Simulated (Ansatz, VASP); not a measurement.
# Two plane-wave programs on Ag

```
Ag
1.0
     2.86706    0.00000    0.00000
    -1.43353    2.48295    0.00000
     0.00000    0.00000    4.69071
Ag
2
Direct
  0.33333 0.66667 0.25000
  0.66667 0.33333 0.75000
```

Alike in both runs: functional PBEsol; k mesh 18 × 18 × 10; occupations gaussian, width 0.1 eV; no spin polarisation.

Ansatz relaxed the structure, and its values are those at the end. VASP's run is a single point on that final structure, the one shown.

```csv
,VASP,Ansatz
version,VASP 6.6.1,Ansatz 0.2.0
potentials or method,"VASP PAW PBE potentials, release 64 (Ag)","scalar-relativistic, plane waves, PAW"
plane-wave cutoff (eV),520,420
valence electrons in the cell,22,38
```

|  | VASP | Ansatz | Ansatz less VASP |
| --- | --- | --- | --- |
| gap on the k mesh at the Fermi level (eV) | none | none | - |
| pressure (GPa) | -0.2 | 0.0 | +0.23 |

A gap of «none» marks a metal or a gap that the smearing closes. The two sets of potentials don't hold the same shells in valence.

Caveats: the PAW data sets were made with another functional, which shifts forces and pressure a little (VASP).
